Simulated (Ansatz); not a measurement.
Runs of Ansatz 0.2.0 on Ga2O3. The structure is monoclinic, space group C2/m (No. 12). The conventional cell has a = 12.214 Å, b = 3.037 Å, c = 5.798 Å, α = 90.00°, β = 103.83°, γ = 90.00°. Ga (site symmetry m) is surrounded by 6 O at 1.94 to 2.07 Å. Ga (site symmetry m) has 4 O at 1.83 to 1.86 Å as nearest neighbours. Around O (site symmetry m) lie 3 Ga at 1.83 to 1.94 Å. O (site symmetry m) is surrounded by 4 Ga at 1.86 to 2.07 Å. O (site symmetry m) is surrounded by 3 Ga at 1.83 to 1.94 Å. 

```csv
task,level,cell,k mesh,points for each segment of the path,mesh quality,gap on the mesh (eV),pressure (GPa),relaxed volume (Å³/atom),largest force (eV/Å)
band structure,BPBE,as given,9 × 9 × 5,10,not flagged,2.44,9.0,-,0.20
relaxation of cell and atoms,BLYP+D3(BJ),relaxed,9 × 9 × 5,-,not flagged,2.19,0.0,(a),-
relaxation of cell and atoms,PBEsol+D3(BJ),relaxed,9 × 9 × 5,-,not flagged,2.35,0.0,(c),-
single point,PBE,as given,4 × 4 × 2,-,coarse,2.44,(b),-,0.22
```

Alike in all rows: potentials or basis Ansatz PAW; no spin polarisation; cutoff (eV) 420; smearing fermi-dirac 0.05 eV.

Problem. Estimate the missing entries.

Solution. (a) 10.84; (b) 9.5; (c) 10.40.

Caveats: some runs use coarse meshes; the PAW data sets come from PBE, with cores solved anew for the run's functional, which leaves a small shift of forces and pressure (some runs); odd divisions of the mesh miss points on the zone boundary, where band edges often lie, so the gap on the mesh can be too wide (some runs); the plane-wave basis is chosen anew once the cell has moved, so the energies of steps on either side of that aren't comparable (some runs).

A k mesh can miss the band edges, and the runs leave out spin-orbit coupling on Ga.
